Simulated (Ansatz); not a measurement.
Set up this calculation in Ansatz 0.2.0, as the native input.

```yaml
Task: single point
Functional: PBE
Potentials_or_basis: Ansatz PAW
Cutoff: "420 eV (not typed: the program's choice for these potentials)"
k_mesh: 8 × 8 × 8
Occupations: gaussian, width 0.029 eV
Spin: no spin polarisation
```

Crystal: BaF2 (Frankdicksonite).

```
Ba F
1.0
     0.00000    3.10005    3.10005
     3.10005    0.00000    3.10005
     3.10005    3.10005    0.00000
Ba F
1 2
Direct
  0.00000 0.00000 0.00000
  0.75000 0.75000 0.75000
  0.25000 0.25000 0.25000
```

One way to write it, as run:

input.yaml

```yaml
crystal:
  lattice:
    - [0.0, 3.10005, 3.10005]
    - [3.10005, 0.0, 3.10005]
    - [3.10005, 3.10005, 0.0]
  atoms:
    - { symbol: Ba, position: [0.0, 0.0, 0.0] }
    - { symbol: F, position: [0.75, 0.75, 0.75] }
    - { symbol: F, position: [0.25, 0.25, 0.25] }
hamiltonian:
  xc: pbe
  pseudopotentials: { kind: paw }
kpoints:
  mp_grid: { grid: [8, 8, 8] }
scf:
  occupations: { method: gaussian, width: 0.029 }
output:
  forces: true
  stress: true
  eigenvalues: true
  write_density: true
  write_potential: true
  elf: true
  volumetric_format: npy
```

Potentials or basis: Ansatz PAW.

Run with:

```sh
$ ansatz run input.yaml --threads 2 --pin off --max-ram 5632MiB --backend cpu --events-out ev --progress --plain --runs-dir out
```

Results of the run:

* Pressure: 1.3 GPa
* Band gap on the k mesh: 6.83 eV, indirect (least direct gap 6.93 eV)

Caveat: the pressure holds a Pulay correction of +0.4 GPa for the finite cutoff; spin-orbit coupling is left out, which moves the levels of the heavy elements.

Wall time 1.3 s on 2 threads of Arm Neoverse V1 (shared host), peak memory 0.32 GiB.
